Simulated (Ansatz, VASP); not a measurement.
**One calculation of PbF2 (Fluorocronite), two programs**

File INCAR:

```
SYSTEM = PbF2
ALGO     = Normal         ! electronic algorithm
EDIFF    = 1E-7           ! SCF threshold, eV
ENCUT    = 520            ! plane-wave cutoff, eV
GGA      = PE             ! functional
ISIF     = 2              ! what is computed and relaxed
ISMEAR   = 0              ! smearing method
LASPH    = .True.         ! aspherical terms in the spheres
LCHARG   = .False.        ! write CHGCAR
LREAL    = .False.        ! projectors in reciprocal space
LWAVE    = .False.        ! write WAVECAR
NBANDS   = 21             ! bands
NELM     = 100            ! most SCF steps
PREC     = Accurate       ! precision mode
SIGMA    = 0.01           ! smearing width, eV
```

Contents of KPOINTS:

```
k-points
0
Gamma
  4 4 4
  0 0 0
```

POSCAR

```
PbF2
1.0
    0.0000000000      2.9636600000      2.9636600000
    2.9636600000      0.0000000000      2.9636600000
    2.9636600000      2.9636600000      0.0000000000
Pb F
1 2
Direct
    0.0000000000      0.0000000000      0.0000000000
    0.2500000000      0.2500000000      0.2500000000
    0.7500000000      0.7500000000      0.7500000000
```

Input for Ansatz:

```yaml
crystal:
  lattice:
    - [0.0, 2.96366, 2.96366]
    - [2.96366, 0.0, 2.96366]
    - [2.96366, 2.96366, 0.0]
  atoms:
    - { symbol: Pb, position: [0.0, 0.0, 0.0] }
    - { symbol: F, position: [0.25, 0.25, 0.25] }
    - { symbol: F, position: [0.75, 0.75, 0.75] }
basis:
  ecutwfc: 421.77648681281397
kpoints:
  mp_grid:
    grid: [4, 4, 4]
hamiltonian:
  xc: pbe
  pseudopotentials:
    kind: paw
scf:
  occupations:
    method: fixed
output:
  eigenvalues: true
```

Alike in both runs: task single point; functional PBE; k mesh 4 × 4 × 4; no spin polarisation.

|  | VASP | Ansatz |
| --- | --- | --- |
| version | VASP 6.6.1 | Ansatz 0.2.0 |
| potentials or method | VASP PAW PBE potentials, release 64 (Pb_d, F) | plane waves, PAW |
| plane-wave cutoff (eV) | 520 | 422 |
| occupations | gaussian, width 0.01 eV | fixed |
| valence electrons in the cell | 28 | 28 |

```csv
,VASP,Ansatz,Ansatz less VASP
gap on the k mesh at the Fermi level (eV),4.42,4.42,+0.003
```

Caveats: the k mesh is coarse (spacing up to 0.46 Å⁻¹), so the values aren't converged; spin-orbit coupling is left out, which as a rule narrows the gap of such compounds by several tenths of an eV. A k mesh can miss the band edges.
